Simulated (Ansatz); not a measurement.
# ZnS, space group R3m: a scan of the Hubbard U

Program: Ansatz 0.2.0, Python API.

Notebook, run cell by cell (the value of a cell's last expression is shown):

**Cell 1**
```python
from dataclasses import dataclass

import ansatz as az
import numpy as np
```

**Cell 2**
```python
@dataclass
class RunConfig:
    smearing: str = "fixed"
    xc: str = "pbesol"
    mesh: tuple[int, ...] = (6, 6, 6)
```

**Cell 3**
```python
opts = RunConfig()
```

**Cell 4**
```python
def count_gap(report):
    # lowest empty less highest filled band, counting bands; zero where they overlap
    return max(report.get("gap_by_band_count_ev") or 0.0, 0.0)
```

**Cell 5**
```python
xtal = (
    az.Lattice.from_parameters(9.606656, 9.606656, 9.606656, alpha=22.85166, beta=22.85166, gamma=22.85166)
    .atom("Zn", (0.999971, 0.999971, 0.999971))
    .atom("Zn", (0.222269, 0.222269, 0.222269))
    .atom("Zn", (0.444613, 0.444613, 0.444613))
    .atom("S", (0.083267, 0.083267, 0.083267))
    .atom("S", (0.527842, 0.527842, 0.527842))
    .atom("S", (0.305363, 0.305363, 0.305363))
)

calc = (
    xtal.calculation()
    .occupations(opts.smearing)
    .functional(opts.xc)
    .kpoints(*opts.mesh)  # the mesh must be finer for metals
    .basis(21 * az.Ha)
    .band_table()
)
rows = []
for u in [0.0, 2.0, 4.0, 6.0]:
    data = calc.hubbard("Zn", "d", u_eff=u).run().report
    shell = data["hubbard"]["n_scf"]
    rows.append((u, count_gap(data), sum(shell) / len(shell), data["n_iterations"]))
for row in rows:
    print("; ".join(f"{name} = {round(v, 4) if isinstance(v, float) else v}" for name, v in zip(["U_eff eV", "gap by band count eV", "Zn d occupation (projector)", "iterations"], row)))
```
Output:
```text
U_eff eV = 0.0; gap by band count eV = 2.0564; Zn d occupation (projector) = 9.9739; iterations = 10
U_eff eV = 2.0; gap by band count eV = 2.1375; Zn d occupation (projector) = 9.9769; iterations = 10
U_eff eV = 4.0; gap by band count eV = 2.2019; Zn d occupation (projector) = 9.9793; iterations = 9
U_eff eV = 6.0; gap by band count eV = 2.2543; Zn d occupation (projector) = 9.9814; iterations = 9
```

From U = 0 to 6 eV the gap on the mesh goes from 2.06 eV to 2.25 eV.

Caveats:
- Semilocal gaps usually lie well under measured ones.
- The Fermi level of a run with fixed occupations marks the highest occupied state on its mesh, not mid-gap.
- The structure comes from a database of computed cells and needn't be a stable or known phase.
- Gaps and levels are Kohn-Sham values on a finite set of k-points.
- Shell occupations and the effect of U depend on the projectors; a run with no .spin step is spin-unpolarised, and each U may end in a state that isn't the lowest.
- Finished in 2.2 min on 1 thread of Arm Neoverse N1, on a shared host, peak memory 0.55 GiB.
